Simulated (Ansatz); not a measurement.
# CoSi: the cost of one run

Method: DFT PBE, scalar-relativistic, plane waves, PAW, in Ansatz 0.2.0.

The COD entry's cell or inner coordinates are ideal or old and differ from later refinements, so a difference from it is no clean test against experiment.

## (1) The starting structure

It takes space group P2_13 (No. 198, cubic). Conventional cell: a = 4.438 Å, b = 4.438 Å, c = 4.438 Å, α = 90.00°, β = 90.00°, γ = 90.00°. Co (site symmetry 3) has 7 Si at 2.28 to 2.47 Å as nearest neighbours. Around Si (site symmetry 3) lie 7 Co at 2.28 to 2.47 Å.

Structure file:

```cif
data_structure
_symmetry_space_group_name_H-M 'P2_13'
_symmetry_Int_Tables_number 198
_cell_length_a 4.4380
_cell_length_b 4.4380
_cell_length_c 4.4380
_cell_angle_alpha 90.000
_cell_angle_beta 90.000
_cell_angle_gamma 90.000
_cell_volume 87.41
loop_
_atom_site_label
_atom_site_type_symbol
_atom_site_symmetry_multiplicity
_atom_site_Wyckoff_symbol
_atom_site_fract_x
_atom_site_fract_y
_atom_site_fract_z
_atom_site_occupancy
Co1 Co 4 a 0.14000 0.14000 0.14000 1
Si1 Si 4 a 0.84300 0.84300 0.84300 1
```

This is candidate A: structure reported for this formula (P2_13, No. 198).

(A quick probe on a coarse mesh, which set the mesh and smearing, is not shown.)

## (3) Relaxing cell and atoms (candidate A)

Input file input.yaml:

```yaml
crystal:
  lattice:
    - [4.438, 0.0, 0.0]
    - [0.0, 4.438, 0.0]
    - [0.0, 0.0, 4.438]
  atoms:
    - { symbol: Co, position: [0.14, 0.14, 0.14] }
    - { symbol: Co, position: [0.36, 0.86, 0.64] }
    - { symbol: Co, position: [0.64, 0.36, 0.86] }
    - { symbol: Co, position: [0.86, 0.64, 0.36] }
    - { symbol: Si, position: [0.843, 0.843, 0.843] }
    - { symbol: Si, position: [0.657, 0.157, 0.343] }
    - { symbol: Si, position: [0.343, 0.657, 0.157] }
    - { symbol: Si, position: [0.157, 0.343, 0.657] }
basis:
  ecutwfc: 420
kpoints:
  mp_grid: { grid: [8, 8, 8] }
hamiltonian:
  xc: pbe
scf:
  occupations: { method: gaussian, width: 0.1 }
output:
  forces: true
  stress: true
  eigenvalues: true
relax:
  adjacent_minimum: "off"
  f_tol: 0.01
  max_steps: 80
  cell: { stress_tol: 0.05 }
```

Command:

```sh
$ ansatz run input.yaml --threads 1 --pin off --max-ram 2560MiB --backend cpu --events-out ev --progress --plain --runs-dir out
```

**Question.** How long does this run take on 1 thread of Intel Xeon Platinum 8259CL at 2.50GHz (Skylake/Cascade Lake), shared host, and how much memory does it need?

About 2.3 min, with a peak of 0.46 GiB.
